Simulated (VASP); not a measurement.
# MgO (Fm-3m) in VASP: further runs, part 2 of 2

VASP 6.6.1. Earlier steps stand in the parts before.

### 3 Single point, LDA

INCAR

```
PREC = Accurate
ENCUT = 400
EDIFF = 1E-7
ISMEAR = 0
SIGMA = 0.05
LREAL = False
LASPH = True
NELM = 100
ALGO = Normal
ISIF = 2
LWAVE = False
LCHARG = False
GGA = CA
NBANDS = 11
ADDGRID = False
```

KPOINTS

```
regular mesh
0
Gamma
  11 11 11
```

POSCAR

```
MgO
1.0
    0.0000000000      2.0970013927      2.0970013927
    2.0970013927      0.0000000000      2.0970013927
    2.0970013927      2.0970013927      0.0000000000
Mg O
1 1
Direct
    0.0000000000      0.0000000000      0.0000000000
    0.5000000000      0.5000000000      0.5000000000
```

Potentials or basis: VASP PAW LDA potentials, release 64 (Mg, O).

Launch:

```console
$ cat potpaw_LDA.64/Mg/POTCAR potpaw_LDA.64/O/POTCAR > POTCAR
$ mpirun -np 1 vasp_std > vasp.out
```

OUTCAR:

```text
PREC = Accurate
   ENCUT = 400
   EDIFF = 1E-7
   ISMEAR = 0
   LREAL = False
   LASPH = True
   NELM = 100
   ISIF = 2
   GGA = CA

 Found     56 irreducible k-points:

 Following reciprocal coordinates:
            Coordinates               Weight
  0.000000  0.000000  0.000000      1.000000
  0.090909  0.000000  0.000000      8.000000
  0.181818  0.000000  0.000000      8.000000
  0.272727  0.000000  0.000000      8.000000
  0.363636  0.000000  0.000000      8.000000
  0.454545  0.000000  0.000000      8.000000
[... 152 lines left out ...]
      7      19.1358      0.00000
      8      19.1358      0.00000
      9      23.7715      0.00000
     10      25.1453      0.00000
     11      25.1453      0.00000

 [... further k-points ...]
[... 5 lines left out ...]
  --------------------------------------------------------------------------------------
  -------------------------------------------------------------------------------------
  Total       -1.2442426     -1.2442426     -1.2442426     -0.0000000      0.0000000      0.0000000
  in kB     -108.0909942   -108.0909942   -108.0909942     -0.0000000      0.0000000      0.0000000
  external PRESSURE =    -108.0909942 kB  Pullay stress =       0.0000000 kB

 VOLUME and BASIS-vectors are now :
 -----------------------------------------------------------------------------
  energy-cutoff  :      400.00
  volume of cell :       18.44
      direct lattice vectors                 reciprocal lattice vectors
     0.000000000  2.097001393  2.097001393    -0.238435702  0.238435702  0.238435702
     2.097001393  0.000000000  2.097001393     0.238435702 -0.238435702  0.238435702
     2.097001393  2.097001393  0.000000000     0.238435702  0.238435702 -0.238435702

 POSITION                                       TOTAL-FORCE (eV/Angst)
 -----------------------------------------------------------------------------------
      0.00000      0.00000      0.00000        -0.000000     -0.000000     -0.000000
      2.09700      2.09700      2.09700         0.000000      0.000000      0.000000
 -----------------------------------------------------------------------------------
    total drift:                                0.000000      0.000000      0.000000

  FREE ENERGIE OF THE ION-ELECTRON SYSTEM (eV)
  ---------------------------------------------------
  free  energy   TOTEN  =       -13.4579688408 eV

  energy  without entropy=      -13.4579688408  energy(sigma->0) =      -13.45796884
```

stdout:

```text
POSCAR found type information on POSCAR MgO
 POSCAR found :  2 types and       2 ions
 scaLAPACK will be used
 LDA part: xc-table for (Slater(with rela. corr.)+CA(PZ))
 , standard interpolation
 POSCAR, INCAR and KPOINTS ok, starting setup
 FFT: planning ... GRIDC
 FFT: planning ... GRID_SOFT
 FFT: planning ... GRID
 WAVECAR not read
 entering main loop
```

Run time: 6.3 s. Hardware: 1 thread of AMD EPYC 9R45 (Zen 5), shared host; peak memory 0.08 GiB.

The run converged, but some of its settings lie outside the range that counts as converged, so its numbers aren't taken as properties of the crystal.

Results:

```yaml
Free_energy: -13.4580 eV
Band_gap_on_the_k_mesh: 4.79 eV, direct
```

Caveat: the cutoff is under 1.25 times the usual one of these potentials, so pressure, stress and relaxed cells hold a basis-set (Pulay) error.

### 4 Single point, LDA

INCAR is that of step 3.

KPOINTS is that of step 3.

POSCAR

```
MgO
1.0
    0.0000000000      2.0970013927      2.0970013927
    2.0970013927      0.0000000000      2.0970013927
    2.0970013927      2.0970013927      0.0000000000
Mg O
1 1
Direct
   -0.0111690000     -0.0083340000      0.0019910000
    0.5083620000      0.4891820000      0.5308490000
```

Launch:

```console
$ cat potpaw_LDA.64/Mg/POTCAR potpaw_LDA.64/O/POTCAR > POTCAR
$ mpirun -np 1 vasp_std > vasp.out
```

Wall time 52 s (1 thread of AMD EPYC 9R45 (Zen 5), shared host); peak memory 0.17 GiB.

The run converged, but some of its settings lie outside the range that counts as converged, so its numbers aren't taken as properties of the crystal.

Results:

```
Free energy            : -13.4178 eV
Largest force          : 0.675 eV/Å
Band gap on the k mesh : 4.78 eV, direct
```

Caveat: the cutoff is under 1.25 times the usual one of these potentials, so pressure, stress and relaxed cells hold a basis-set (Pulay) error.

### 5 Single point, LDA

Changes to INCAR since step 4:

```diff
@@ -3,3 +3,3 @@
 EDIFF = 1E-7
-ISMEAR = 0
+ISMEAR = -5
 SIGMA = 0.05
```

KPOINTS is that of step 4.

POSCAR

```
MgO
1.0
    0.0000000000      2.0970013927      2.0970013927
    2.0970013927      0.0000000000      2.0970013927
    2.0970013927      2.0970013927      0.0000000000
Mg O
1 1
Direct
    0.0000000000      0.0000000000      0.0000000000
    0.5000000000      0.5000000000      0.5000000000
```

Potentials or basis: VASP PAW LDA potentials, release 64 (Mg, O).

Launch:

```console
$ cat potpaw_LDA.64/Mg/POTCAR potpaw_LDA.64/O/POTCAR > POTCAR
$ mpirun -np 1 vasp_std > vasp.out
```

OUTCAR:

```text
PREC = Accurate
   ENCUT = 400
   EDIFF = 1E-7
   ISMEAR = -5
   LREAL = False
   LASPH = True
   NELM = 100
   ISIF = 2
   GGA = CA

 Found     56 irreducible k-points:

 Following reciprocal coordinates:
            Coordinates               Weight
  0.000000  0.000000  0.000000      1.000000
  0.090909  0.000000  0.000000      8.000000
  0.181818  0.000000  0.000000      8.000000
  0.272727  0.000000  0.000000      8.000000
  0.363636  0.000000  0.000000      8.000000
  0.454545  0.000000  0.000000      8.000000
   k-points           NKPTS =     56   k-points in BZ     NKDIM =     56   number of bands    NBANDS=     11
   number of dos      NEDOS =    301   number of ions     NIONS =      2
   total plane-waves  NPLWV =   8000
   dimension x,y,z NGX =    20 NGY =   20 NGZ =   20
   dimension x,y,z NGXF=    40 NGYF=   40 NGZF=   40
   ions per type =               1   1
   NGX,Y,Z   is equivalent  to a cutoff of  11.21, 11.21, 11.21 a.u.
   NGXF,Y,Z  is equivalent  to a cutoff of  22.42, 22.42, 22.42 a.u.
 SYSTEM =  unknown system
   PREC   = accura    normal or accurate (medium, high low for compatibility)
   ISTART =      0    job   : 0-new  1-cont  2-samecut
   ICHARG =      2    charge: 1-file 2-atom 10-const
   ISPIN  =      1    spin polarized calculation?
[... 58 lines left out ...]
 fundamental gap:      4.7900601793
 Fermi energy:         2.9993183490

 k-point     1 :       0.0000    0.0000    0.0000
  band No.  band energies     occupation
      1     -14.0987      2.00000
      2       2.9649      2.00000
      3       2.9649      2.00000
      4       2.9649      2.00000
      5       7.7550      0.00000
      6      18.5780      0.00000
      7      18.5780      0.00000
      8      18.5780      0.00000
      9      22.6348      0.00000
     10      24.2973      0.00000
     11      24.2973      0.00000
[... 57 lines left out ...]
 k-point     6 :       0.4545    0.0000    0.0000
  band No.  band energies     occupation
      1     -12.7493      2.00000
      2      -1.7067      2.00000
      3       2.2989      2.00000
      4       2.2989      2.00000
      5      10.7868      0.00000
      6      15.4985      0.00000
      7      19.1358      0.00000
      8      19.1358      0.00000
      9      23.7715      0.00000
     10      25.1453      0.00000
     11      25.1453      0.00000

 [... further k-points ...]
[... 5 lines left out ...]
  --------------------------------------------------------------------------------------
  -------------------------------------------------------------------------------------
  Total       -1.2442426     -1.2442426     -1.2442426     -0.0000000      0.0000000     -0.0000000
  in kB     -108.0909942   -108.0909942   -108.0909942     -0.0000000      0.0000000     -0.0000000
  external PRESSURE =    -108.0909942 kB  Pullay stress =       0.0000000 kB

 VOLUME and BASIS-vectors are now :
 -----------------------------------------------------------------------------
  energy-cutoff  :      400.00
  volume of cell :       18.44
      direct lattice vectors                 reciprocal lattice vectors
     0.000000000  2.097001393  2.097001393    -0.238435702  0.238435702  0.238435702
     2.097001393  0.000000000  2.097001393     0.238435702 -0.238435702  0.238435702
     2.097001393  2.097001393  0.000000000     0.238435702  0.238435702 -0.238435702

 POSITION                                       TOTAL-FORCE (eV/Angst)
 -----------------------------------------------------------------------------------
      0.00000      0.00000      0.00000        -0.000000      0.000000     -0.000000
      2.09700      2.09700      2.09700         0.000000     -0.000000      0.000000
 -----------------------------------------------------------------------------------
    total drift:                                0.000000      0.000000      0.000000

  FREE ENERGIE OF THE ION-ELECTRON SYSTEM (eV)
  ---------------------------------------------------
  free  energy   TOTEN  =       -13.4579688408 eV

  energy  without entropy=      -13.4579688408  energy(sigma->0) =      -13.45796884
```

OSZICAR:

```text
N       E                     dE             d eps       ncg     rms          rms(c)
DAV:   1     0.498587835381E+01    0.49859E+01   -0.40309E+03  1472   0.519E+02
DAV:   2    -0.146360504285E+02   -0.19622E+02   -0.19249E+02  1420   0.115E+02
DAV:   3    -0.149993363778E+02   -0.36329E+00   -0.36302E+00  1445   0.126E+01
DAV:   4    -0.150000861073E+02   -0.74973E-03   -0.74972E-03  1342   0.666E-01
DAV:   5    -0.150000880813E+02   -0.19739E-05   -0.19739E-05  1433   0.324E-02    0.692E+00
DAV:   6    -0.135228855850E+02    0.14772E+01   -0.82938E+00  1265   0.154E+01    0.223E+00
DAV:   7    -0.134830993039E+02    0.39786E-01   -0.52845E-02  1364   0.194E+00    0.130E+00
DAV:   8    -0.134583537891E+02    0.24746E-01   -0.28665E-02  1271   0.168E+00    0.207E-01
DAV:   9    -0.134580916127E+02    0.26218E-03   -0.27322E-04  1445   0.121E-01    0.129E-01
DAV:  10    -0.134579689111E+02    0.12270E-03   -0.30105E-04  1349   0.139E-01    0.588E-03
DAV:  11    -0.134579686732E+02    0.23784E-06   -0.39214E-06  1385   0.110E-02    0.217E-03
DAV:  12    -0.134579688335E+02   -0.16022E-06   -0.45794E-08   851   0.182E-03    0.735E-04
DAV:  13    -0.134579688408E+02   -0.73728E-08   -0.75715E-09   712   0.789E-04
   1 F= -.13457969E+02 E0= -.13457969E+02  d E =0.000000E+00
```

It took 5.7 s on 1 thread of AMD EPYC 9R45 (Zen 5), shared host; peak memory 0.09 GiB.

The run converged, but some of its settings lie outside the range that counts as converged, so its numbers aren't taken as properties of the crystal.

What came out:

* Free energy: -13.4580 eV
* Band gap on the k mesh: 4.79 eV, direct

Caveat: the cutoff is under 1.25 times the usual one of these potentials, so pressure, stress and relaxed cells hold a basis-set (Pulay) error.

### 6 Single point, LDA

INCAR is that of step 5.

KPOINTS is that of step 5.

POSCAR

```
MgO
1.0
    0.0000000000      2.0970013927      2.0970013927
    2.0970013927      0.0000000000      2.0970013927
    2.0970013927      2.0970013927      0.0000000000
Mg O
1 1
Direct
   -0.0111690000     -0.0083340000      0.0019910000
    0.5083620000      0.4891820000      0.5308490000
```

Potentials or basis: VASP PAW LDA potentials, release 64 (Mg, O).

Launch:

```console
$ cat potpaw_LDA.64/Mg/POTCAR potpaw_LDA.64/O/POTCAR > POTCAR
$ mpirun -np 1 vasp_std > vasp.out
```

Run time: 52 s. Hardware: 1 thread of AMD EPYC 9R45 (Zen 5), shared host; peak memory 0.17 GiB.

The run converged, but some of its settings lie outside the range that counts as converged, so its numbers aren't taken as properties of the crystal.

What came out:

| Quantity | Value |
| --- | --- |
| Free energy | -13.4178 eV |
| Largest force | 0.675 eV/Å |
| Band gap on the k mesh | 4.78 eV, direct |

Caveat: the cutoff is under 1.25 times the usual one of these potentials, so pressure, stress and relaxed cells hold a basis-set (Pulay) error.
